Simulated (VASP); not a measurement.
# CdSe (Cadmoselite) (P6_3mc) in VASP: notebook

One crystal, CdSe (Cadmoselite), is run at these levels: r2SCAN; tasks: relaxation of cell and atoms.

Everything below comes from runs of VASP 6.6.1. Logs are shortened: lines on timing, memory, paths and dates and some standing lists are left out, and cuts for length are marked.

## (1) Starting point

Symmetry: P6_3mc, No. 186, hexagonal system. The conventional cell has a = 4.300 Å, b = 4.300 Å, c = 7.020 Å, α = 90.00°, β = 90.00°, γ = 120.00°. Cd (site symmetry 3m) is surrounded by 4 Se at 2.61 to 2.70 Å. Se (site symmetry 3m) is surrounded by 4 Cd at 2.61 to 2.70 Å.

## (2) Relaxation of cell and atoms, r2SCAN

File INCAR:

```
SYSTEM = CdSe
PREC = Accurate
ENCUT = 600
EDIFF = 1E-6
ISMEAR = 0
SIGMA = 0.03
LREAL = .False.
LASPH = .True.
NELM = 80
ALGO = Normal
ISIF = 3
LWAVE = .False.
LCHARG = .False.
METAGGA = R2SCAN
LMIXTAU = .True.
IBRION = 2
NSW = 90
EDIFFG = -0.01
```

File KPOINTS:

```
regular mesh
0
Gamma
  9 9 4
  0 0 0
```

File POSCAR:

```
CdSe
1.0
    4.3000000000      0.0000000000      0.0000000000
   -2.1500000000      3.7239092363      0.0000000000
    0.0000000000      0.0000000000      7.0200000000
Cd Se
2 2
Direct
    0.3333333333      0.6666666667      0.0000000000
    0.6666666667      0.3333333333      0.5000000000
    0.3333333333      0.6666666667      0.3850000000
    0.6666666667      0.3333333333      0.8850000000
```

Potentials or basis: VASP PAW PBE potentials, release 64 (Cd, Se).

Run with:

```sh
$ cat potpaw_PBE.64/Cd/POTCAR potpaw_PBE.64/Se/POTCAR > POTCAR
$ mpirun -np 1 vasp_std > vasp.out
```

OUTCAR:

```text
SYSTEM = CdSe
   PREC = Accurate
   ENCUT = 600
   EDIFF = 1E-6
   ISMEAR = 0
   LREAL = .False.
   LASPH = .True.
   NELM = 80
   ISIF = 3
   METAGGA = R2SCAN
   IBRION = 2
   NSW = 90
   EDIFFG = -0.01

 ion  position               nearest neighbor table
   1  0.333  0.667  0.000-   4 2.61   4 2.61   4 2.61   3 2.70
   2  0.667  0.333  0.500-   3 2.61   3 2.61   3 2.61   4 2.70
   3  0.333  0.667  0.385-   2 2.61   2 2.61   2 2.61   1 2.70
   4  0.667  0.333  0.885-   1 2.61   1 2.61   1 2.61   2 2.70

  LATTYP: Found a hexagonal cell.
 ALAT       =     4.3000000000
 C/A-ratio  =     1.6325581395

  Lattice vectors:

 A1 = (   4.3000000000,   0.0000000000,   0.0000000000)
 A2 = (  -2.1500000000,   3.7239092363,   0.0000000000)
 A3 = (   0.0000000000,   0.0000000000,   7.0200000000)

Analysis of symmetry for initial positions (statically):
=====================================================================
 Subroutine PRICEL returns:
 Original cell was already a primitive cell.

 Routine SETGRP: Setting up the symmetry group for a
 hexagonal supercell.

 Subroutine GETGRP returns: Found 12 space group operations
 (whereof  6 operations were pure point group operations)
 out of a pool of 24 trial point group operations.

The static configuration has the point symmetry C_3v.
 The point group associated with its full space group is C_6v.

Analysis of symmetry for dynamics (positions and initial velocities):
=====================================================================
 Subroutine PRICEL returns:
 Original cell was already a primitive cell.

 Routine SETGRP: Setting up the symmetry group for a
 hexagonal supercell.

 Subroutine GETGRP returns: Found 12 space group operations
 (whereof  6 operations were pure point group operations)
 out of a pool of 24 trial point group operations.

The dynamic configuration has the point symmetry C_3v.
 The point group associated with its full space group is C_6v.

 Subroutine INISYM returns: Found 12 space group operations
 (whereof  6 operations are pure point group operations),
 and found     1 'primitive' translations

----------------------------------------------------------------------------------------

                                     Primitive cell

  volume of cell :     112.4099

  direct lattice vectors                    reciprocal lattice vectors
     4.300000000  0.000000000  0.000000000     0.232558140  0.134267504  0.000000000
    -2.150000000  3.723909236  0.000000000     0.000000000  0.268535009  0.000000000
     0.000000000  0.000000000  7.020000000     0.000000000  0.000000000  0.142450142

  length of vectors
     4.300000000  4.300000000  7.020000000     0.268535009  0.268535009  0.142450142

  position of ions in fractional coordinates (direct lattice)
     0.333333333  0.666666667  0.000000000
     0.666666667  0.333333333  0.500000000
     0.333333333  0.666666667  0.385000000
     0.666666667  0.333333333  0.885000000

  ion indices of the primitive-cell ions
   primitive index   ion index
                 1           1
                 2           2
                 3           3
                 4           4

----------------------------------------------------------------------------------------

 KPOINTS: regular mesh

Automatic generation of k-mesh.
 Grid dimensions read from file:
 generate k-points for:    9    9    4

 Generating k-lattice:

  Cartesian coordinates                     Fractional coordinates (reciprocal lattice)
     0.025839793  0.014918612  0.000000000     0.111111111  0.000000000  0.000000000
     0.000000000  0.029837223  0.000000000     0.000000000  0.111111111  0.000000000
     0.000000000  0.000000000  0.035612536     0.000000000  0.000000000  0.250000000

  Length of vectors
     0.029837223  0.029837223  0.035612536

  Shift w.r.t. Gamma in fractional coordinates (k-lattice)
     0.000000000  0.000000000  0.000000000

 Subroutine IBZKPT returns following result:
 ===========================================

 Found     36 irreducible k-points:

 Following reciprocal coordinates:
            Coordinates               Weight
  0.000000  0.000000  0.000000      1.000000
  0.111111 -0.000000  0.000000      6.000000
  0.222222  0.000000  0.000000      6.000000
  0.333333 -0.000000  0.000000      6.000000
  0.444444  0.000000  0.000000      6.000000
  0.111111  0.111111  0.000000      6.000000
[... 16 lines left out ...]
  0.333333  0.222222  0.250000     24.000000
  0.333333  0.333333  0.250000      4.000000
 [... further k-points ...]
   k-points           NKPTS =     36   k-points in BZ     NKDIM =     36   number of bands    NBANDS=     22
   number of dos      NEDOS =    301   number of ions     NIONS =      4
   total plane-waves  NPLWV =  72576
   dimension x,y,z NGX =    36 NGY =   36 NGZ =   56
   dimension x,y,z NGXF=    72 NGYF=   72 NGZF=  112
   ions per type =               2   2
   NGX,Y,Z   is equivalent  to a cutoff of  13.92, 13.92, 13.26 a.u.
   NGXF,Y,Z  is equivalent  to a cutoff of  27.84, 27.84, 26.52 a.u.
 SYSTEM =  CdSe
   PREC   = accura    normal or accurate (medium, high low for compatibility)
   ISTART =      0    job   : 0-new  1-cont  2-samecut
   ICHARG =      2    charge: 1-file 2-atom 10-const
   ISPIN  =      1    spin polarized calculation?
   LNONCOLLINEAR =      F non collinear calculations
   LSORBIT =      F    spin-orbit coupling
   LASPH  =      T    aspherical Exc in radial PAW
   ENCUT  =  600.0 eV  44.10 Ry    6.64 a.u.   8.59  8.59 14.02*2*pi/ulx,y,z
   NELM   =     80;   NELMIN=  2; NELMDL= -5     # of ELM steps
   EDIFF  = 0.1E-05   stopping-criterion for ELM
   LREAL  =      F    real-space projection
   EDIFFG = -.1E-01   stopping-criterion for IOM
   NSW    =     90    number of steps for IOM
   IBRION =      2    ionic relax: 0-MD 1-quasi-New 2-CG
   NFREE  =      1    steps in history (QN), initial steepest desc. (CG)
   ISIF   =      3    stress and relaxation
   ISYM   =      2    0-nonsym 1-usesym 2-fastsym
   POTIM  = 0.5000    time-step for ionic-motion
   TEBEG  =    0.0;   TEEND  =   0.0 temperature during run
   PSTRESS=    0.0 pullay stress
   NELECT =      36.0000    total number of electrons
   NUPDOWN=      -1.0000    fix difference up-down
   EMIN   =  10.00;   EMAX   =-10.00  energy-range for DOS
   EFERMI =   0.00;   METHOD = LEGACY
   ISMEAR =     0;   SIGMA  =   0.03  broadening in eV -4-tet -1-fermi 0-gaus
   EFERMI_NEDOS =   21; number of points for ismear=-14 and -15
   IALGO  =     38    algorithm
   IMIX   =      4    mixing-type and parameters
     AMIX     =   0.40;   BMIX     =  1.00
     AMIX_MAG =   1.60;   BMIX_MAG =  1.00
  volume/ion in A,a.u.               =      28.10       189.64
  Fermi-wavevector in a.u.,A,eV,Ry     =   1.120059  2.116604 17.068937  1.254531
  Thomas-Fermi vector in A             =   2.256702
   LORBIT       =      0    0 simple, 1 ext, 2 COOP (PROOUT), +10 PAW based schemes
   METAGGA = R2SCAN    functional components
   LHFCALC =     F    Hartree Fock is set to
   AEXX    =    0.0000 exact exchange contribution
   IVDW    =     0    specifies the selected vdW correction
   LEPSILON=     F    determine dielectric tensor
   LRPA    =     F    only Hartree local field effects (RPA)
 conjugate gradient relaxation of ions
 non-spin polarized calculation
 Gauss-broadening in eV      SIGMA  =   0.03
  energy-cutoff  :      600.00
  volume of cell :      112.41
 maximum number of plane-waves:      3791
 NGX is ok and might be reduce to    36
   NGX = 17   NGY = 17   NGZ = 29

--------------------------------------- Ionic step        1  -------------------------------------------

 number of electron      35.9999991 magnetization

 Free energy of the ion-electron system (eV)
  ---------------------------------------------------
  ext. energy  EPLUGINS =         0.00000000
  ---------------------------------------------------
  free energy    TOTEN  =       -71.79522781 eV

  energy without entropy =      -71.79522781  energy(sigma->0) =      -71.79522781

------------------------ aborting loop because EDIFF is reached ----------------------------------------

  FORCE on cell =-STRESS in cart. coord.  units (eV):
  Direction    XX          YY          ZZ          XY          YZ          ZX
  --------------------------------------------------------------------------------------
  -------------------------------------------------------------------------------------
  Total        1.7534943      1.7534943      0.2790861      0.0000000      0.0000000      0.0000000
  in kB       24.9925344     24.9925344      3.9778112      0.0000000      0.0000000      0.0000000
  external PRESSURE =      17.9876267 kB  Pullay stress =       0.0000000 kB
[... 213 lines left out ...]
  energy  without entropy=      -71.8314529371  energy(sigma->0) =      -71.83145294

--------------------------------------- Ionic step        7  -------------------------------------------

 number of electron      36.0000008 magnetization

 Free energy of the ion-electron system (eV)
  ---------------------------------------------------
  ext. energy  EPLUGINS =         0.00000000
  ---------------------------------------------------
  free energy    TOTEN  =       -71.83283241 eV

  energy without entropy =      -71.83283241  energy(sigma->0) =      -71.83283241

 E-fermi :   0.5810     XC(G=0):  -9.2771

 val. band max:        0.4101582045   @ k =   0.0000   0.0000   0.0000
 cond. band min:       1.4950818429   @ k =   0.0000   0.0000   0.0000
 fundamental gap:      1.0849236383
 Fermi energy:         0.5809720891

 k-point     1 :       0.0000    0.0000    0.0000
  band No.  band energies     occupation
      1     -12.4443      2.00000
      2     -12.0852      2.00000
      3      -7.6525      2.00000
      4      -7.6464      2.00000
      5      -7.6464      2.00000
      6      -7.5787      2.00000
[... 574 lines left out ...]
      6      -7.4353      2.00000
[... 14 lines left out ...]
     21       5.4423      0.00000
     22       7.2862      0.00000

 [... further k-points ...]

------------------------ aborting loop because EDIFF is reached ----------------------------------------

  FORCE on cell =-STRESS in cart. coord.  units (eV):
  Direction    XX          YY          ZZ          XY          YZ          ZX
  --------------------------------------------------------------------------------------
  -------------------------------------------------------------------------------------
  Total       -0.0295590     -0.0295590      0.0097681      0.0000000      0.0000000      0.0000000
  in kB       -0.4084436     -0.4084436      0.1349744      0.0000000      0.0000000      0.0000000
  external PRESSURE =      -0.2273043 kB  Pullay stress =       0.0000000 kB
[... 19 lines left out ...]
  FREE ENERGIE OF THE ION-ELECTRON SYSTEM (eV)
  ---------------------------------------------------
  free  energy   TOTEN  =       -71.8328324061 eV

  energy  without entropy=      -71.8328324061  energy(sigma->0) =      -71.83283241

 reached required accuracy - stopping structural energy minimisation
```

It took 15 min on 1 thread of Intel Xeon 6975P-C (Granite Rapids), shared host; peak memory 0.35 GiB.

Results:

| Quantity | Value |
| --- | --- |
| Free energy | -71.8328 eV |
| Relaxed volume | 28.99 Å³/atom |
| Relaxed cell | a = 4.347 Å, b = 4.347 Å, c = 7.085 Å, α = 90.00°, β = 90.00°, γ = 120.00° |
| Space group after relaxing (to 0.05 Å) | P6_3mc (No. 186) |
| Energy gained by relaxing | 9.4 meV/atom |
| Ionic steps | 7 |
| Pressure after relaxing | 0.0 GPa |
| Band gap on the k mesh | 1.08 eV, direct |

Forces in eV/Å, atoms in the order of the input:
```
Cd   0.000  0.000 -0.002
Cd   0.000  0.000 -0.002
Se   0.000  0.000  0.002
Se   0.000  0.000  0.002
```

Step by step:
```csv
step,energy change (eV),largest force (eV/Å),pressure (GPa),volume (Å³)
1,0.0000,0.2854,1.80,112.41
2,-0.0302,0.0451,-0.73,117.61
3,-0.0333,0.0988,-0.19,116.34
4,-0.0350,0.0516,-0.01,115.93
5,-0.0352,0.0269,0.08,115.73
6,-0.0362,0.0194,0.05,115.79
7,-0.0376,0.0021,-0.02,115.95
```

Final structure:
```cif
data_structure
_symmetry_space_group_name_H-M 'P 1'
_symmetry_Int_Tables_number 1
_cell_length_a 4.3471
_cell_length_b 4.3471
_cell_length_c 7.0849
_cell_angle_alpha 90.000
_cell_angle_beta 90.000
_cell_angle_gamma 120.000
_cell_volume 115.95
loop_
_atom_site_label
_atom_site_type_symbol
_atom_site_fract_x
_atom_site_fract_y
_atom_site_fract_z
_atom_site_occupancy
Cd1 Cd 0.33333 0.66667 0.00452 1
Cd2 Cd 0.66667 0.33333 0.50452 1
Se1 Se 0.33333 0.66667 0.38048 1
Se2 Se 0.66667 0.33333 0.88048 1
```

Caveat: the PAW data sets were made with another functional, which shifts forces and pressure a little. Zero-point motion and thermal expansion aren't in these numbers.

## (3) Relaxation of cell and atoms, r2SCAN

This run uses another cell than the first one, of 28.99 Å³/atom, 1.031 times its volume.

Changes to INCAR since step 2:

```diff
@@ -3,3 +3,3 @@
 ENCUT = 600
-EDIFF = 1E-6
+EDIFF = 1E-7
 ISMEAR = 0
@@ -17,2 +17,2 @@
 NSW = 90
-EDIFFG = -0.01
+EDIFFG = -0.005
```

KPOINTS is that of step 2.

File POSCAR:

```
CdSe                                    
1.0
    4.3471375963      0.0000000000      0.0000000000
   -2.1735687981      3.7647315922     -0.0000000000
    0.0000000000      0.0000000000      7.0848594918
  Cd              Se            
     2     2
Direct
     0.3333333332999970    0.6666666667000030    0.0045193200654257
     0.6666666667000030    0.3333333332999970    0.5045193200654257
     0.3333333332999970    0.6666666667000030    0.3804806799345723
     0.6666666667000030    0.3333333332999970    0.8804806799345724
```

Potentials or basis: VASP PAW PBE potentials, release 64 (Cd, Se).

Run with:

```sh
$ cat potpaw_PBE.64/Cd/POTCAR potpaw_PBE.64/Se/POTCAR > POTCAR
$ mpirun -np 1 vasp_std > vasp.out
```

It took 7.1 min on 1 thread of Intel Xeon 6975P-C (Granite Rapids), shared host; peak memory 0.36 GiB.

The run converged. Its results:

```yaml
Free_energy: -71.8341 eV
Relaxed_volume: 28.97 Å³/atom
Relaxed_cell: a = 4.345 Å, b = 4.345 Å, c = 7.085 Å, α = 90.00°, β = 90.00°, γ = 120.00°
Space_group_after_relaxing_to_0.05_Å: P6_3mc (No. 186)
Energy_gained_by_relaxing: 0.0 meV/atom
Ionic_steps: 2
Pressure_after_relaxing: 0.0 GPa
Band_gap_on_the_k_mesh: 1.09 eV, direct
```

Final structure:
```
CELL_PARAMETERS angstrom
4.34550 0.00000 0.00000
-2.17275 3.76331 0.00000
0.00000 0.00000 7.08548
ATOMIC_POSITIONS crystal
Cd 0.33333 0.66667 0.00450
Cd 0.66667 0.33333 0.50450
Se 0.33333 0.66667 0.38050
Se 0.66667 0.33333 0.88050
```

Levels at points of the mesh, in eV from the valence-band top:
| k point | band 16 | band 17 | band 18 | band 19 | band 20 | band 21 |
| --- | --- | --- | --- | --- | --- | --- |
| (0.00, 0.00, 0.00) | -0.04 | 0.00 | 0.00 | 1.09 | 2.63 | 6.38 |
| (0.00, 0.00, 0.50) | -0.38 | -0.38 | -0.38 | 2.77 | 2.77 | 6.26 |

Caveat: the PAW data sets were made with another functional, which shifts forces and pressure a little. r2SCAN opens gaps a little over a GGA but as a rule still falls short of measured ones.
